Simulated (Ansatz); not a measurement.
# Hf3N4: excitons and shallow donors from band masses and screening

Computed with DFT PBE, scalar-relativistic, plane waves, PAW (Ansatz 0.2.0).

Plane waves to 420 eV, a k mesh through Γ of 6×6×6 on the computed 14-atom cell and Gaussian smearing (0.02 eV); no spin polarisation.

Relaxed cell: I-43d, a = 6.734 Å, b = 6.734 Å, c = 6.734 Å, α = 90.00°, β = 90.00°, γ = 90.00°, 14 atoms in the primitive cell. Whether it is the stable form of this composition wasn't checked.

The calculation gives a Kohn–Sham gap of 1.04 eV, an electron mass of 0.379 mₑ and a hole mass of 0.516 mₑ (harmonic means over x, y, z and over the bands degenerate at each edge), and ε∞ = 11.53 (independent particles, mean of the diagonal).

**Question.** Estimate the binding energy and radius of a Wannier–Mott exciton and of a shallow donor, and say whether the hydrogenic model can hold.

**Answer.** The reduced mass is μ = mₙmₕ/(mₙ + mₕ) = 0.219 mₑ, with mₙ and mₕ the band masses. With E_b = 13.606 eV × μ/ε² and a = 0.529 Å × ε/μ (μ in mₑ) the exciton has E_b = 22 meV and a = 28 Å. For a donor μ is the electron mass: 39 meV and 16.1 Å. The exciton's radius is 5 times the shortest lattice vector (5.83 Å), so the continuum picture is reasonable. In a polar crystal the ions screen too, so a state bound more weakly than an optical phonon feels the larger static constant, which lowers the energy and widens the orbit. The other way, the small Kohn–Sham gap and the missing local fields make ε∞ too large and the masses tend to be too light, which underbinds.

Spin-orbit coupling is left out, which matters for the bands of heavy elements.

Cost: 4 runs of about 32 core-minutes in all, on Intel Xeon Processor @ 2.50GHz (Skylake/Cascade Lake) (shared hosts).